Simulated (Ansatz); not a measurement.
Set up this calculation in Ansatz 0.2.0, as the native input.

- Task: relaxation of cell and atoms
- Functional: r2SCAN
- Potentials or basis: Ansatz PAW
- Cutoff: 500 eV (not typed: the program's choice for these potentials)
- k mesh: 11 × 11 × 11
- Occupations: fermi-dirac, width 0.05 eV
- Spin: collinear spin, ferromagnetic start
- Starting moments: [1.0, 0.0] μB
- Hubbard terms: Ni d U = 6 eV
- Hubbard projectors: ortho-atomic (the default)
- Double counting: fll (the default)

Crystal: NiO.

```xyz
2
Lattice="0.0000 2.0859 2.0859 2.0859 0.0000 2.0859 2.0859 2.0859 0.0000" Properties=species:S:1:pos:R:3 pbc="T T T"
Ni    0.0000    0.0000    0.0000
O     2.0859    2.0859    2.0859
```

The input as run:

input.yaml

```yaml
crystal:
  lattice:
    - [0.0, 2.0859016414, 2.0859016414]
    - [2.0859016414, 0.0, 2.0859016414]
    - [2.0859016414, 2.0859016414, 0.0]
  atoms:
    - { symbol: Ni, position: [0.0, 0.0, 0.0], spin: 1.0 }
    - { symbol: O, position: [0.5, 0.5, 0.5] }
hamiltonian:
  xc: r2scan
  pseudopotentials: { kind: paw }
  hubbard: { sites: [{ species: Ni, l: d, u_eff: 6.0 }] }
magnetization:
  spin_polarized: true
kpoints:
  mp_grid: { grid: [11, 11, 11] }
scf:
  occupations: { method: fermi_dirac, width: 0.05 }
output:
  forces: true
  stress: true
  write_density: true
  write_potential: true
  elf: true
  volumetric_format: npy
relax:
  f_tol: 0.01
  max_steps: 40
  cell: { stress_tol: 0.05 }
```

Potentials or basis: Ansatz PAW.

Launch:

```console
$ ansatz run input.yaml --threads 2 --pin off --max-ram 5120MiB --backend cpu --events-out ev --progress --plain --runs-dir out
```

Results of the run:

```json
{"Relaxed volume": "9.41 Å³/atom", "Relaxed cell": "a = 2.986 Å, b = 2.986 Å, c = 2.986 Å, α = 60.00°, β = 60.00°, γ = 60.00°", "Space group after relaxing (to 0.05 Å)": "Fm-3m (No. 225)", "Energy gained by relaxing": "8.3 meV/atom", "Ionic steps": "6", "Pressure after relaxing": "0.0 GPa", "Band gap on the k mesh": "2.75 eV, indirect (least direct gap 3.91 eV)", "Net moment": "2.00 μB per cell", "Absolute moment": "2.01 μB per cell", "Site moments": "Ni +1.78; O +0.16 μB"}
```

Caveat: the magnetic or orbital state may not be the lowest; odd divisions of the mesh miss points on the zone boundary, where band edges often lie, so the gap on the mesh can be too wide; the plane-wave basis is chosen anew once the cell has moved, so the energies of steps on either side of that aren't comparable; a cell with one magnetic atom can't hold antiferromagnetic order, which such compounds often take; the PAW data sets come from PBE, with cores solved anew for the run's functional, which leaves a small shift of forces and pressure.

It took 41 s on 2 threads of Arm Neoverse V1, with other jobs on the host, peak memory 0.75 GiB.
